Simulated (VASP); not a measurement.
**MoS2: relaxation of cell and atoms with r2SCAN**

MoS2:

```
Mo S
1.0
     3.18532    0.00000    0.00000
    -1.59266    2.75857    0.00000
     0.00000    0.00000   12.96427
Mo S
2 4
Direct
  0.33333 0.66667 0.25000
  0.66667 0.33333 0.75000
  0.33333 0.66667 0.63025
  0.66667 0.33333 0.13025
  0.33333 0.66667 0.86975
  0.66667 0.33333 0.36975
```

- Program: VASP 6.6.1
- Task: relaxation of cell and atoms
- Functional: r2SCAN
- Potentials or basis: VASP PAW PBE potentials, release 64 (Mo_sv, S)
- Cutoff: 600 eV
- k mesh: 12 × 12 × 3
- Occupations: gaussian, width 0.03 eV
- Spin: no spin polarisation
- Further INCAR settings: ALGO = Normal; EDIFF = 1e-07; IBRION = 2; EDIFFG = -0.005; NSW = 90; ISIF = 3

| Property | Result |
| --- | --- |
| Pressure after relaxing | 0.0 GPa |
| Band gap on the k mesh | 1.17 eV, indirect (least direct gap 1.73 eV) |

Final structure:
```
CELL_PARAMETERS angstrom
3.18532 0.00000 0.00000
-1.59266 2.75857 0.00000
0.00000 0.00000 12.96427
ATOMIC_POSITIONS crystal
Mo 0.33333 0.66667 0.25000
Mo 0.66667 0.33333 0.75000
S 0.33333 0.66667 0.63025
S 0.66667 0.33333 0.13025
S 0.33333 0.66667 0.86975
S 0.66667 0.33333 0.36975
```

Levels at points of the mesh, in eV from the valence-band top:
| k point | band 24 | band 25 | band 26 | band 27 | band 28 | band 29 |
| --- | --- | --- | --- | --- | --- | --- |
| (0.00, 0.00, 0.00) | -1.53 | -0.89 | 0.00 | 2.35 | 2.35 | 2.37 |
| (0.50, 0.00, 0.00) | -1.65 | -1.26 | -1.20 | 1.79 | 1.81 | 2.24 |

Wall time 9.7 min on 2 MPI ranks on Intel(R) Xeon(R) 6975P-C (Granite Rapids), with other jobs on the host, peak memory 0.38 GiB a rank.

Caveat: the relaxation stopped at its first step, so nothing moved; the PAW data sets were made with another functional, which shifts forces and pressure a little; an odd mesh through Γ misses points on the zone boundary, where band edges often lie.
